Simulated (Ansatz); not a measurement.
# SnO: the cost of one run

Method: DFT PBE, scalar-relativistic, plane waves, PAW, in Ansatz 0.2.0.

## (1) Starting point

It takes space group Cmc2_1 (No. 36, orthorhombic). Conventional cell: a = 5.000 Å, b = 5.720 Å, c = 11.120 Å, α = 90.00°, β = 90.00°, γ = 90.00°. Around Sn (site symmetry m) lie 2 O at 2.15 Å. Around Sn (site symmetry m) lie 2 O at 1.99 Å. Around O (site symmetry 1) lie 1 O at 1.80 Å and 2 Sn at 1.99 to 2.15 Å.

Structure file:

```xyz
64
Lattice="-10.0000 0.0000 0.0000 0.0000 -11.4400 0.0000 0.0000 5.7200 11.1200" Properties=species:S:1:pos:R:3 pbc="T T T"
Sn    0.0000    0.0000    0.0000
Sn    0.0000   -5.7200    0.0000
Sn   -7.5000   -8.5800    0.0000
Sn   -7.5000   -2.8600    0.0000
Sn   -5.0000   -5.7200    0.0000
Sn   -5.0000    0.0000    0.0000
Sn   -2.5000   -2.8600    0.0000
Sn   -2.5000   -8.5800    0.0000
Sn    0.0000    0.0000    5.5600
Sn    0.0000   -5.7200    5.5600
Sn   -7.5000    2.8600    5.5600
Sn   -7.5000   -2.8600    5.5600
Sn   -5.0000   -5.7200    5.5600
Sn   -5.0000    0.0000    5.5600
Sn   -2.5000   -2.8600    5.5600
Sn   -2.5000    2.8600    5.5600
Sn   -7.5000   -0.3375    2.8245
Sn   -7.5000   -6.0575    2.8245
Sn   -5.0000   -8.9175    2.8245
Sn   -5.0000   -3.1975    2.8245
Sn   -2.5000   -6.0575    2.8245
Sn   -2.5000   -0.3375    2.8245
Sn    0.0000   -3.1975    2.8245
Sn    0.0000   -8.9175    2.8245
Sn   -7.5000    0.3375    8.3845
Sn   -7.5000   -5.3825    8.3845
Sn   -5.0000    3.1975    8.3845
Sn   -5.0000   -2.5225    8.3845
Sn   -2.5000   -5.3825    8.3845
Sn   -2.5000    0.3375    8.3845
Sn    0.0000   -2.5225    8.3845
Sn    0.0000    3.1975    8.3845
O    -6.6000   -1.4300    4.2256
O    -6.6000   -7.1500    4.2256
O    -4.1000    1.4300    4.2256
O    -4.1000   -4.2900    4.2256
O    -1.6000   -7.1500    4.2256
O    -1.6000   -1.4300    4.2256
O    -9.1000   -4.2900    4.2256
O    -9.1000    1.4300    4.2256
O    -8.4000    1.4300    9.7856
O    -8.4000   -4.2900    9.7856
O    -5.9000    4.2900    9.7856
O    -5.9000   -1.4300    9.7856
O    -3.4000   -4.2900    9.7856
O    -3.4000    1.4300    9.7856
O    -0.9000   -1.4300    9.7856
O    -0.9000    4.2900    9.7856
O    -8.4000   -1.4300    4.2256
O    -8.4000   -7.1500    4.2256
O    -5.9000    1.4300    4.2256
O    -5.9000   -4.2900    4.2256
O    -3.4000   -7.1500    4.2256
O    -3.4000   -1.4300    4.2256
O    -0.9000   -4.2900    4.2256
O    -0.9000    1.4300    4.2256
O    -6.6000    1.4300    9.7856
O    -6.6000   -4.2900    9.7856
O    -4.1000    4.2900    9.7856
O    -4.1000   -1.4300    9.7856
O    -1.6000   -4.2900    9.7856
O    -1.6000    1.4300    9.7856
O    -9.1000   -1.4300    9.7856
O    -9.1000    4.2900    9.7856
```

The runs take a perfect supercell of 64 atoms; the defect goes to fractional position (0.000, 0.000, 0.000).

## (2) The perfect supercell

input.yaml reads:

```yaml
crystal:
  lattice:
    - [-10.0, 0.0, 0.0]
    - [0.0, -11.44, 0.0]
    - [0.0, 5.72, 11.12]
  atoms:
    - { symbol: Sn, position: [0.0, 0.0, 0.0] }
    - { symbol: Sn, position: [0.0, 0.5, 0.0] }
    - { symbol: Sn, position: [0.75, 0.75, 0.0] }
    - { symbol: Sn, position: [0.75, 0.25, 0.0] }
    - { symbol: Sn, position: [0.5, 0.5, 0.0] }
    - { symbol: Sn, position: [0.5, 0.0, 0.0] }
    - { symbol: Sn, position: [0.25, 0.25, 0.0] }
    - { symbol: Sn, position: [0.25, 0.75, 0.0] }
    - { symbol: Sn, position: [0.0, 0.25, 0.5] }
    - { symbol: Sn, position: [0.0, 0.75, 0.5] }
    - { symbol: Sn, position: [0.75, 0.0, 0.5] }
    - { symbol: Sn, position: [0.75, 0.5, 0.5] }
    - { symbol: Sn, position: [0.5, 0.75, 0.5] }
    - { symbol: Sn, position: [0.5, 0.25, 0.5] }
    - { symbol: Sn, position: [0.25, 0.5, 0.5] }
    - { symbol: Sn, position: [0.25, 0.0, 0.5] }
    - { symbol: Sn, position: [0.75, 0.1565, 0.254] }
    - { symbol: Sn, position: [0.75, 0.6565, 0.254] }
    - { symbol: Sn, position: [0.5, 0.9065, 0.254] }
    - { symbol: Sn, position: [0.5, 0.4065, 0.254] }
    - { symbol: Sn, position: [0.25, 0.6565, 0.254] }
    - { symbol: Sn, position: [0.25, 0.1565, 0.254] }
    - { symbol: Sn, position: [0.0, 0.4065, 0.254] }
    - { symbol: Sn, position: [0.0, 0.9065, 0.254] }
    - { symbol: Sn, position: [0.75, 0.3475, 0.754] }
    - { symbol: Sn, position: [0.75, 0.8475, 0.754] }
    - { symbol: Sn, position: [0.5, 0.0975, 0.754] }
    - { symbol: Sn, position: [0.5, 0.5975, 0.754] }
    - { symbol: Sn, position: [0.25, 0.8475, 0.754] }
    - { symbol: Sn, position: [0.25, 0.3475, 0.754] }
    - { symbol: Sn, position: [0.0, 0.5975, 0.754] }
    - { symbol: Sn, position: [0.0, 0.0975, 0.754] }
    - { symbol: O, position: [0.66, 0.315, 0.38] }
    - { symbol: O, position: [0.66, 0.815, 0.38] }
    - { symbol: O, position: [0.41, 0.065, 0.38] }
    - { symbol: O, position: [0.41, 0.565, 0.38] }
    - { symbol: O, position: [0.16, 0.815, 0.38] }
    - { symbol: O, position: [0.16, 0.315, 0.38] }
    - { symbol: O, position: [0.91, 0.565, 0.38] }
    - { symbol: O, position: [0.91, 0.065, 0.38] }
    - { symbol: O, position: [0.84, 0.315, 0.88] }
    - { symbol: O, position: [0.84, 0.815, 0.88] }
    - { symbol: O, position: [0.59, 0.065, 0.88] }
    - { symbol: O, position: [0.59, 0.565, 0.88] }
    - { symbol: O, position: [0.34, 0.815, 0.88] }
    - { symbol: O, position: [0.34, 0.315, 0.88] }
    - { symbol: O, position: [0.09, 0.565, 0.88] }
    - { symbol: O, position: [0.09, 0.065, 0.88] }
    - { symbol: O, position: [0.84, 0.315, 0.38] }
    - { symbol: O, position: [0.84, 0.815, 0.38] }
    - { symbol: O, position: [0.59, 0.065, 0.38] }
    - { symbol: O, position: [0.59, 0.565, 0.38] }
    - { symbol: O, position: [0.34, 0.815, 0.38] }
    - { symbol: O, position: [0.34, 0.315, 0.38] }
    - { symbol: O, position: [0.09, 0.565, 0.38] }
    - { symbol: O, position: [0.09, 0.065, 0.38] }
    - { symbol: O, position: [0.66, 0.315, 0.88] }
    - { symbol: O, position: [0.66, 0.815, 0.88] }
    - { symbol: O, position: [0.41, 0.065, 0.88] }
    - { symbol: O, position: [0.41, 0.565, 0.88] }
    - { symbol: O, position: [0.16, 0.815, 0.88] }
    - { symbol: O, position: [0.16, 0.315, 0.88] }
    - { symbol: O, position: [0.91, 0.565, 0.88] }
    - { symbol: O, position: [0.91, 0.065, 0.88] }
basis:
  ecutwfc: 420
  fft_grid_basis: typed
kpoints:
  mp_grid: { grid: [1, 1, 1] }
hamiltonian:
  xc: pbe
  pseudopotentials: { kind: paw }
scf:
  occupations: { method: gaussian, width: 0.05 }
output:
  forces: true
  stress: false
  eigenvalues: true
  bader: false
  write_density: true
  volumetric_format: npy
```

Command:

```bash
> ansatz run input.yaml --threads 8 --pin off --max-ram 16384MiB --backend cpu --events-out ev --progress --plain --runs-dir out
```

**Question.** How long does this run take on 8 threads of Arm Neoverse N1, shared host, and how much memory does it need?

About 15 s, with a peak of 1.7 GiB.
